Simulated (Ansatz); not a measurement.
Run this with the Ansatz DFT code, driven from Python and show what comes out.

The script reads `in3sb_in3sb.xyz`:
```text
4
Lattice="4.836962 0.0 0.0 0.0 4.836962 0.0 0.0 0.0 4.836962" Properties=species:S:1:pos:R:3 pbc="T T T"
In    2.41848100    2.41848100    0.00000000
In    2.41848100    0.00000000    2.41848100
In    0.00000000    2.41848100    2.41848100
Sb    0.00000000    0.00000000    0.00000000
```

`in3sb_in_cell.cif`
```cif
data_In
_cell_length_a 3.376906
_cell_length_b 3.376906
_cell_length_c 3.376906
_cell_angle_alpha 122.45293
_cell_angle_beta 122.45293
_cell_angle_gamma 85.80144
_symmetry_space_group_name_H-M 'P 1'
_symmetry_Int_Tables_number 1
loop_
_symmetry_equiv_pos_as_xyz
'x, y, z'
loop_
_atom_site_label
_atom_site_type_symbol
_atom_site_fract_x
_atom_site_fract_y
_atom_site_fract_z
In1 In    0.000000    0.000000    0.000000
```

`in3sb_sb.extxyz`
```text
2
Lattice="2.1542 1.24372795 3.758 -2.1542 1.24372795 3.758 0.0 -2.4874559 3.758" Properties=species:S:1:pos:R:3 pbc="T T T"
Sb   -0.00000000   -0.00000000    2.63236626
Sb    0.00000000   -0.00000000    8.64163374
```

Script `in3sb_formation.py`:
```python
"""Formation energy of In3Sb from the elements, after relaxing cells and atoms."""

from collections import Counter
import csv
import warnings

import ansatz as az
from ase.io import read
import numpy as np

FUNCTIONAL = "r2SCAN"
CUTOFF = 550
KSPACING = 0.16
FILLING = "fermi_dirac"
SIGMA = 0.02


def run_phase(name, crystal):
    calc = (
        crystal.calculation()
        .functional(FUNCTIONAL)
        .basis(CUTOFF)
        .kpoints(spacing=KSPACING)
        .occupations(FILLING, width=SIGMA)
        .stress()
    )
    calc = calc.relax(force_tolerance=0.03, max_steps=60, cell=True)
    return calc.run(threads=1)


def counts(outcome):
    return Counter(site.symbol for site in outcome.lattice.sites)

def formation_energy(outcome, mu):
    n = counts(outcome)
    return (outcome.report["energy_sigma0_ev"] - sum(k * mu[element] for element, k in n.items())) / sum(n.values())


def volume_per_atom(outcome):
    return abs(np.linalg.det(outcome.lattice.cell_ang)) / len(outcome.lattice.sites)

warnings.simplefilter("ignore", az.DeckWarning)

phases = {}
in3sb = az.Crystal.from_extxyz("in3sb_in3sb.xyz")
phases["In3Sb"] = in3sb
atoms = read("in3sb_in_cell.cif")
in_cell = az.Crystal.from_ase(atoms)
phases["In"] = in_cell
sb = az.Crystal.from_extxyz("in3sb_sb.extxyz")
phases["Sb"] = sb

done = {name: run_phase(name, crystal) for name, crystal in phases.items()}

# chemical potentials of the elements at zero temperature
references = {"In": "In", "Sb": "Sb"}
mu = {element: done[name].report["energy_sigma0_ev"] / len(done[name].lattice.sites) for element, name in references.items()}

target = done["In3Sb"]
heat = formation_energy(target, mu)
rows = [(name, len(o.lattice.sites), volume_per_atom(o), formation_energy(o, mu)) for name, o in done.items()]
with open("formation.csv", "w", newline="") as handle:
    writer = csv.writer(handle)
    writer.writerow(["phase", "atoms", "V (A^3/atom)", "E_form (eV/atom)"])
    writer.writerows([round(v, 4) if isinstance(v, float) else v for v in row] for row in rows)
print(open("formation.csv").read())
```

```console
$ python in3sb_formation.py
phase,atoms,V (A^3/atom),E_form (eV/atom)
In3Sb,4,27.1934,0.0579
In,1,26.1862,0.0
Sb,2,31.5657,0.0
```

The cells come from databases of deposited and of computed structures, and not all need be stable phases. The compound is the structure given, not necessarily its lowest; energies are at zero temperature, with no correction for gases. A semilocal functional's error on such energies is often 0.05 to 0.1 eV an atom, and 0.1 to 0.3 eV against gases such as O2 or F2. Finished in 6.6 min on 1 thread of Arm Neoverse V1, on a shared host, peak memory 0.89 GiB.
